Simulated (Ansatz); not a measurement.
**Molybdenum, bcc under PBE: testing the k-point mesh**

A convergence test of the k-point mesh. The geometry was relaxed under PBE beforehand and stays fixed; 8 values are run, from 2×2×2 to 20×20×20. Wanted are the values from which on the energy stays within 10 and 1 meV/atom, and the pressure within 0.5 GPa, of the last run. Within the series other settings stay, but some runs also write fields, which adds to their time. Spin polarisation is left out.

Program: Ansatz 0.2.0. Level of theory: DFT PBE, plane waves with PAW, scalar-relativistic. These are calculated values, not measurements.

### 1 The starting structure

Symmetry: Im-3m, No. 229, cubic system. Conventional cell: a = 3.163 Å, b = 3.163 Å, c = 3.163 Å, α = 90.00°, β = 90.00°, γ = 90.00°. Mo (site symmetry m-3m) is surrounded by 8 Mo at 2.74 Å.

Coordinates:

```
CELL_PARAMETERS angstrom
-1.58138 1.58138 1.58138
1.58138 -1.58138 1.58138
1.58138 1.58138 -1.58138
ATOMIC_POSITIONS crystal
Mo 0.00000 0.00000 0.00000
```

### 2 k-mesh 2×2×2

The run at 2×2×2.

The input, input.yaml:

```yaml
crystal:
  lattice:
    - [-1.581379395, 1.581379395, 1.581379395]
    - [1.581379395, -1.581379395, 1.581379395]
    - [1.581379395, 1.581379395, -1.581379395]
  atoms:
    - { symbol: Mo, position: [0.0, 0.0, 0.0] }
hamiltonian:
  xc: pbe
  pseudopotentials:
    kind: paw
    azcp:
      Mo: "pseudopotentials/Mo.paw.azcp"
basis:
  ecutwfc: 420
  fft_grid_basis: typed
kpoints:
  mp_grid: { grid: [2, 2, 2], shift: [0, 0, 0] }
magnetization:
  spin_polarized: false
scf:
  occupations: { method: fermi_dirac, width: 0.1 }
  lower_state_search: "off"
output:
  stress: true
```

Run with:

```console
$ ansatz run input.yaml --threads 1 --pin off --max-ram 3584MiB --backend cpu --events-out ev --progress --plain --runs-dir out
```

### 3 k-mesh 4×4×4

The run at 4×4×4.

Changes to input.yaml since step 2:

```diff
@@ -17,3 +17,3 @@
 kpoints:
-  mp_grid: { grid: [2, 2, 2], shift: [0, 0, 0] }
+  mp_grid: { grid: [4, 4, 4], shift: [0, 0, 0] }
 magnetization:
@@ -25 +25,5 @@
   stress: true
+  write_density: true
+  write_potential: true
+  elf: true
+  volumetric_format: npy
```

### 4 k-mesh 5×5×5

The run at 5×5×5.

Changes to input.yaml since step 3:

```diff
@@ -17,3 +17,3 @@
 kpoints:
-  mp_grid: { grid: [4, 4, 4], shift: [0, 0, 0] }
+  mp_grid: { grid: [5, 5, 5], shift: [0, 0, 0] }
 magnetization:
@@ -25,5 +25 @@
   stress: true
-  write_density: true
-  write_potential: true
-  elf: true
-  volumetric_format: npy
```

### 5 k-mesh 7×7×7

The run at 7×7×7.

Changes to input.yaml since step 4:

```diff
@@ -17,3 +17,3 @@
 kpoints:
-  mp_grid: { grid: [5, 5, 5], shift: [0, 0, 0] }
+  mp_grid: { grid: [7, 7, 7], shift: [0, 0, 0] }
 magnetization:
@@ -25 +25,5 @@
   stress: true
+  write_density: true
+  write_potential: true
+  elf: true
+  volumetric_format: npy
```

### 6 k-mesh 9×9×9

The run at 9×9×9.

Changes to input.yaml since step 5:

```diff
@@ -17,3 +17,3 @@
 kpoints:
-  mp_grid: { grid: [7, 7, 7], shift: [0, 0, 0] }
+  mp_grid: { grid: [9, 9, 9], shift: [0, 0, 0] }
 magnetization:
```

### 7 k-mesh 11×11×11

The run at 11×11×11.

Changes to input.yaml since step 6:

```diff
@@ -17,3 +17,3 @@
 kpoints:
-  mp_grid: { grid: [9, 9, 9], shift: [0, 0, 0] }
+  mp_grid: { grid: [11, 11, 11], shift: [0, 0, 0] }
 magnetization:
@@ -25,5 +25 @@
   stress: true
-  write_density: true
-  write_potential: true
-  elf: true
-  volumetric_format: npy
```

### 8 k-mesh 15×15×15

The run at 15×15×15.

Changes to input.yaml since step 7:

```diff
@@ -17,3 +17,3 @@
 kpoints:
-  mp_grid: { grid: [11, 11, 11], shift: [0, 0, 0] }
+  mp_grid: { grid: [15, 15, 15], shift: [0, 0, 0] }
 magnetization:
```

### 9 k-mesh 20×20×20

The run at 20×20×20.

Changes to input.yaml since step 8:

```diff
@@ -17,3 +17,3 @@
 kpoints:
-  mp_grid: { grid: [15, 15, 15], shift: [0, 0, 0] }
+  mp_grid: { grid: [20, 20, 20], shift: [0, 0, 0] }
 magnetization:
```

(Steps that only read results are left out.)

What does the calculation give? Wanted: pressure at 20×20×20.

**Answer**, as computed:

```
                                           quantity                        value
      E(σ → 0) stays within 10 meV/atom of 20×20×20             from 15×15×15 on
                   E(σ → 0) stays within 1 meV/atom  not reached before 20×20×20
                      pressure stays within 0.5 GPa                from 7×7×7 on
                               pressure at 20×20×20                    -0.41 GPa
                    CPU time, dearest over cheapest                          7.3
energy of a separate run on a finer mesh (23×23×23)  -0.1 meV/atom from 20×20×20
```

In words: The far end, 2×2×2, lies +1235 meV/atom and +10.2 GPa from the yardstick. The error changes sign along the series: k-point sums are not variational. The energy has not settled to 1 meV/atom before the last mesh. A Fermi surface needs many points. A run on a finer mesh agrees with the yardstick to 1 meV/atom.
